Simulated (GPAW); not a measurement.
# Co (P6_3/mmc) in GPAW: equation of state with r2SCAN

Aim: the equation of state of Co with r2SCAN.

Program: GPAW 26.7.0. These are calculated values, not measurements. Logs are shortened: lines on timing, memory, paths and dates and some standing lists are left out, and cuts for length are marked. The log counts tension as positive stress, the text compression.

### Step 1. The structure

Symmetry: P6_3/mmc, No. 194, hexagonal system. Conventional cell: a = 2.471 Å, b = 2.471 Å, c = 8.088 Å, α = 90.00°, β = 90.00°, γ = 120.00°. Co (site symmetry -6m2) is surrounded by 12 Co at 2.47 Å. Co (site symmetry -3m) is surrounded by 12 Co at 2.47 Å.

### Step 2. Equation of state, r2SCAN, collinear spin, ferromagnetic start

File run.py:

```python
from ase import Atoms
from ase.eos import EquationOfState
from ase.io import Trajectory
from ase.units import GPa
from ase.parallel import parprint
from gpaw import GPAW, PW

atoms = Atoms(['Co', 'Co', 'Co', 'Co'],
              cell=[[2.4705617809, 0.0, 0.0],
                    [-1.2352808905, 2.1395692639, 0.0],
                    [0.0, 0.0, 8.0882338]],
              scaled_positions=[[0.6666666667, 0.3333333333, 0.75],
                                [0.0, 0.0, 0.5],
                                [0.3333333333, 0.6666666667, 0.25],
                                [0.0, 0.0, 0.0]],
              pbc=True)
atoms.set_initial_magnetic_moments([2.0, 2.0, 2.0, 2.0])

traj = Trajectory('eos.traj', 'w')
volumes, energies = [], []
for x in [0.94, 0.96, 0.98, 1.0, 1.02, 1.04, 1.06]:
    a = atoms.copy()
    a.set_cell(atoms.cell * x**(1 / 3), scale_atoms=True)
    calc = GPAW(mode=PW(600),
                xc='MGGA_X_R2SCAN+MGGA_C_R2SCAN',
                kpts={'size': (8, 8, 3), 'gamma': True},
                occupations={'name': 'fermi-dirac', 'width': 0.05},
                nbands=37,
                convergence={'density': 1e-05, 'energy': 1e-05},
                maxiter=150,
                txt=f'eos-{x:.2f}.txt')
    a.calc = calc
    energies.append(a.get_potential_energy(force_consistent=True))
    volumes.append(a.get_volume())
    p = -a.get_stress()[:3].mean() / GPa
    calc.write(f'eos-{x:.2f}.gpw')
    traj.write(a)
    parprint(f'{x:.2f} {volumes[-1]:10.4f} A^3 {energies[-1]:14.6f} eV {p:9.3f} GPa', flush=True)

v0, e0, B = EquationOfState(volumes, energies, eos='birchmurnaghan').fit()
parprint(f'V0 = {v0:.4f} A^3, E0 = {e0:.6f} eV, B0 = {B / GPa:.2f} GPa')
```

Potentials or basis: GPAW PAW data sets (gpaw-data 1.2.1), pw.

Launch:

```console
OMP_NUM_THREADS=1 mpirun -n 4 gpaw python run.py
```

Log:

```text
__  _  _
 | _ |_)|_||  |
 |__||  | ||/\| - 26.7.0

Input parameters:
  mode=PW(ecut=600.0),
  convergence={'density': 1e-05, 'energy': 1e-05},
  kpts=MonkhorstPack(size=(8, 8, 3), gamma=True),
  maxiter=150,
  nbands=37,
  occupations=Occupations(name='fermi-dirac', width=0.05),
  xc=XC(name='MGGA_X_R2SCAN+MGGA_C_R2SCAN')

Diagonalizing LCAO Hamiltonian
Converting LCAO to pw mode

           Co

       Co
        Co

       Co

Atoms  # Å, Bohr magnetons
|   | symbol |         x |        y |        z |    initial magnetic moments |
|---|--------|-----------|----------|----------|-----------------------------|
| 0 |     Co |  1.210064 | 0.698631 | 5.942341 | ( 0.0000,  0.0000,  2.0000) |
| 1 |     Co |  0.000000 | 0.000000 | 3.961561 | ( 0.0000,  0.0000,  2.0000) |
| 2 |     Co | -0.000000 | 1.397262 | 1.980780 | ( 0.0000,  0.0000,  2.0000) |
| 3 |     Co |  0.000000 | 0.000000 | 0.000000 | ( 0.0000,  0.0000,  2.0000) |

Unit cell  # Å
| periodic |         x |        y |        z |  lengths |     angles |
|----------|-----------|----------|----------|----------|------------|
|      yes |  2.420128 | 0.000000 | 0.000000 | 2.420128 |  90.000000 |
|      yes | -1.210064 | 2.095892 | 0.000000 | 2.420128 |  90.000000 |
|      yes |  0.000000 | 0.000000 | 7.923121 | 7.923121 | 120.000000 |

Number of symmetries: 12
Symmetry operations  # r_c * U_cc + t_c -> r_c
|    | kind |            matrix            |
|----|------|------------------------------|
|  0 |  σ   |  1, 1, 0,  0,-1, 0,  0, 0, 1 |
|  1 |  S6  |  1, 1, 0, -1, 0, 0,  0, 0,-1 |
|  2 |  E   |  1, 0, 0,  0, 1, 0,  0, 0, 1 |
|  3 |  C2  |  1, 0, 0, -1,-1, 0,  0, 0,-1 |
|  4 |  C2  |  0, 1, 0,  1, 0, 0,  0, 0,-1 |
|  5 |  C3  |  0, 1, 0, -1,-1, 0,  0, 0, 1 |
|  6 |  S6  |  0,-1, 0,  1, 1, 0,  0, 0,-1 |
|  7 |  σ   |  0,-1, 0, -1, 0, 0,  0, 0, 1 |
|  8 |  σ   | -1, 0, 0,  1, 1, 0,  0, 0, 1 |
|  9 |  i   | -1, 0, 0,  0,-1, 0,  0, 0,-1 |
| 10 |  C3  | -1,-1, 0,  1, 0, 0,  0, 0, 1 |
| 11 |  C2  | -1,-1, 0,  0, 1, 0,  0, 0,-1 |

BZ-sampling:
  Number of BZ points: 192
  Number of IBZ points: 25

  Monkhorst-Pack size: [8, 8, 3]
  Monkhorst-Pack shift: [0.0625, 0.0625, 0.0]

K-points  # in reciprocal-cell coordinates
|     |                                coordinates |     weight |
|-----|--------------------------------------------|------------|
|   0 | (  0.00000000,   0.00000000,   0.00000000) | 0.00520833 |
|   1 | (  0.00000000,   0.00000000,   0.33333333) | 0.01041667 |
|   2 | (  0.12500000,   0.00000000,  -0.33333333) | 0.03125000 |
|   3 | (  0.12500000,   0.00000000,   0.00000000) | 0.03125000 |
|   4 | (  0.12500000,   0.00000000,   0.33333333) | 0.03125000 |
|   5 | (  0.25000000,  -0.12500000,   0.00000000) | 0.03125000 |
|   6 | (  0.25000000,  -0.12500000,   0.33333333) | 0.06250000 |
|   7 | (  0.25000000,   0.00000000,  -0.33333333) | 0.03125000 |
|   8 | (  0.25000000,   0.00000000,   0.00000000) | 0.03125000 |
|   9 | (  0.25000000,   0.00000000,   0.33333333) | 0.03125000 |
| ... |                                            |            |
|  24 | (  0.50000000,   0.50000000,   0.33333333) | 0.03125000 |

Plane wave coefficients: 1356
Cutoff: 600.0 eV

Spin-components: 2 (collinear spins)
Bands:           37
Projectors:      24
Spin-degeneracy: 1
Datatype:        complex128

Parallelization:
  kpt:    4
  domain: 1
  band:   1

Density:
  Valence electrons: 36.0
  Components: 2
  Grid points: [14 14 45]
  Charge: 0.0  # |e|

Potential:
  Grid points: [14 14 45]

species:
  Co:
    name:    Cobalt
    Z:       27.0
    valence: 9
    core:    18
    charge:  0.0  # [|e|]
    compensation charges:
      type: gauss
      rc: 0.32  # [Å]
      lmax: 2
    cutoffs:
      filter: 1.87  # [Å]
      core: 2.55  # [Å]
    projectors
    | kind |    occ | energy [eV] | rcut [Å] |
    |------|--------|-------------|----------|
    |   4s |  2.000 |      -5.469 |    1.005 |
    |   4p |  0.000 |      -1.277 |    1.058 |
    |   3d |  7.000 |      -8.205 |    1.005 |
    |    s |        |      21.742 |    1.005 |
    |    p |        |      25.934 |    1.058 |
    |    d |        |      19.007 |    1.005 |

    Using partial waves for Co as LCAO basis

Reference energy: -151610.839623  # eV

eigensolver:
  PPCG
  Converge bands: occupied
  niter=2

density mixing:
  MSR1-Mixer
  Pratt-step length: 0.05
  Maximum mixing coefficient: 0.75
  Old densities: 10
  SVD Regularization: 0.005
  Good broyden scale: 1.0
  Trust region scale: 1.0
  Backstep threshold: 4.0
  History deletion threshold: 6.0
  Fourier metric: weight=20.0, sigma=0.015

occupation numbers:
  Fermi-Dirac:
    width: 0.0500  # eV

poisson solver:
  ecut: 4800.0  # eV

xc functional:
  name: MGGA_X_R2SCAN+MGGA_C_R2SCAN with 2 nearest neighbor stencil

convergence criteria:
- Maximum integral of absolute [dens]ity change: 1e-05 electrons / valence electron
- Maximum [total energy] change in last 3 cyles: 1e-05 eV / valence electron
- Maximum integral of absolute [eigenst]ate change: 4e-08 eV^2 / valence electron
maximum number of iterations: 150

SCF iterations
|iter     | |      energy | eigst |  dens |  magmom |
|---------|-|-------------|-------|-------|---------|
|iter:   1| |  -50.111309 | +0.48 |       |  +8.0126|
|iter:   2| |  -53.899537 | -0.96 | -1.22 |  +7.9642|
|iter:   3| |  -54.252831 | -1.89 | -1.21 |  +7.5468|
|iter:   4| |  -54.489625 | -2.67 | -1.24 |  +7.3685|
|iter:   5| |  -54.402663 | -2.77 | -1.11 |  +7.1407|
|iter:   6| |  -54.466406 | -3.02 | -1.53 |  +7.0758|
|iter:   7| |  -54.472250 | -3.08 | -1.47 |  +6.9251|
|iter:   8| |  -54.510561 | -3.13 | -1.75 |  +6.7620|
|iter:   9| |  -54.504713 | -3.33 | -1.76 |  +6.6565|
|iter:  10| |  -54.509034 | -3.96 | -2.23 |  +6.6628|
|iter:  11| |  -54.517610 | -3.77 | -2.20 |  +6.8151|
|iter:  12| |  -54.518084 | -4.30 | -2.48 |  +6.8572|
|iter:  13| |  -54.518745 | -5.31 | -2.92 |  +6.8677|
|iter:  14| |  -54.519318 | -5.28 | -3.08 |  +6.8691|
|iter:  15| |  -54.519825 | -5.61 | -3.38 |  +6.8729|
|iter:  16| |  -54.520199 | -5.63 | -3.60 |  +6.8746|
|iter:  17| |  -54.520255 | -6.42 | -3.87 |  +6.8764|
|iter:  18| |  -54.520264c| -7.62c| -4.40 |  +6.8757|
|iter:  19| |  -54.520268c| -7.63c| -4.58 |  +6.8763|
|iter:  20| |  -54.520266c| -7.83c| -4.75 |  +6.8762|
|iter:  21| |  -54.520267c| -8.08c| -5.22c|  +6.8762|

Converged in 21 steps
Energy contributions relative to reference atoms: (reference = -151610.839623)

Energy contributions:
  Kinetic:          70.610621
  Coulomb:         -57.833377
  Zero:             -0.279554
  External:          0.000000
  Xc:              -67.002826
  Entropy:          -0.030261
  Spinorbit:         0.000000
  ----------------------------
  Free energy:     -54.535397
  Extrapolated:    -54.520267

dipole moment: (-6.530885, -11.311825, -21.381114)  # |e|*Ang

Total magnetic moment: (0.000000, 0.000000, 6.876197)

Local magnetic moments
|        x |        y |        z |
|----------|----------|----------|
| 0.000000 | 0.000000 | 1.859567 |  # Co   0
| 0.000000 | 0.000000 | 1.828682 |  # Co   1
| 0.000000 | 0.000000 | 1.859567 |  # Co   2
| 0.000000 | 0.000000 | 1.828679 |  # Co   3

Fermi level: 11.992
Eigenvalues  # (at kpt = [0.000, 0.000, 0.000])
| band index |      eig [eV] | occ [0-1] |      eig [eV] | occ [0-1] |
|------------|---------------|-----------|---------------|-----------|
|          0 |         1.879 |     1.000 |         1.361 |     1.000 |
|        ... |               |           |               |           |
|         12 |         8.608 |     1.000 |        11.012 |     1.000 |
|         13 |         8.719 |     1.000 |        11.014 |     1.000 |
|         14 |         8.720 |     1.000 |        11.018 |     1.000 |
|         15 |         9.281 |     1.000 |        11.020 |     1.000 |
|         16 |         9.281 |     1.000 |        12.320 |     0.001 |
|         17 |         9.652 |     1.000 |        12.328 |     0.001 |
[... 8 lines left out ...]
|         26 |        27.712 |     0.000 |        28.353 |     0.000 |
|         27 |        35.295 |     0.000 |        34.821 |     0.000 |
|        ... |               |           |               |           |
|         36 |        40.681 |     0.000 |        41.314 |     0.000 |

No gap
No difference between direct/indirect transitions

Stress tensor  # eV/Ang^3
|         x |         y |         z |
|-----------|-----------|-----------|
| -0.109443 | -0.000000 |  0.000000 |
| -0.000000 | -0.109443 | -0.000000 |
|  0.000000 | -0.000000 | -0.100290 |

# Writing to eos-0.94.gpw (mode='')
```

It took 6.4 min on 4 MPI ranks of Arm Neoverse V2, shared host; peak memory 0.67 GiB.

Results:

- Equilibrium volume: 10.77 Å³/atom (rough: see the caveat)
- Bulk modulus at fixed shape and positions: 226 GPa (rough)

Energy against volume, from the lowest point:
| volume (Å³/atom) | energy (meV/atom) |
| --- | --- |
| 10.047 | 39.46 |
| 10.261 | 18.68 |
| 10.475 | 5.83 |
| 10.688 | 0.00 |
| 10.902 | 0.66 |
| 11.116 | 7.03 |
| 11.330 | 17.93 |

Caveat: the k mesh is coarse (spacing up to 0.37 Å⁻¹), so the values aren't converged; the points scatter about the fit; the cell was scaled at fixed shape and fractional positions, which overstates the stiffness of a crystal with free parameters, most of all of layers and chains; the PAW data sets were made with another functional, which shifts forces and pressure a little.
